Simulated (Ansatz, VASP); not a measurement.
As in VASP and in Ansatz

```
As
1.0
     4.67227    0.00000    0.00000
    -2.33613    4.04630    0.00000
     0.00000    0.00000    2.72058
As
2
Direct
  0.33333 0.66667 0.00000
  0.66667 0.33333 0.00000
```

Alike in both runs: functional PBE; k mesh 6 × 6 × 6; occupations gaussian, width 0.1 eV; no spin polarisation.

Ansatz relaxed the structure, and its values are those at the end. VASP's run is a single point on that final structure, the one shown.

|  | VASP | Ansatz |
| --- | --- | --- |
| version | VASP 6.6.1 | Ansatz 0.2.0 |
| potentials or method | VASP PAW PBE potentials, release 64 (As) | scalar-relativistic, plane waves, PAW |
| plane-wave cutoff (eV) | 520 | 420 |
| valence electrons in the cell | 10 | 30 |

Ansatz gave:

```
gap on the k mesh at the Fermi level (eV) : none
pressure (GPa)                            : 0.1
```

Q: What did VASP give for the same quantities?

A: gap on the k mesh at the Fermi level (eV): none; pressure (GPa): 0.2.

A gap of «none» marks a metal or a gap that the smearing closes. The two sets of potentials don't hold the same shells in valence.

Caveats: the k mesh is coarse (spacing up to 0.38 Å⁻¹), so the values aren't converged.
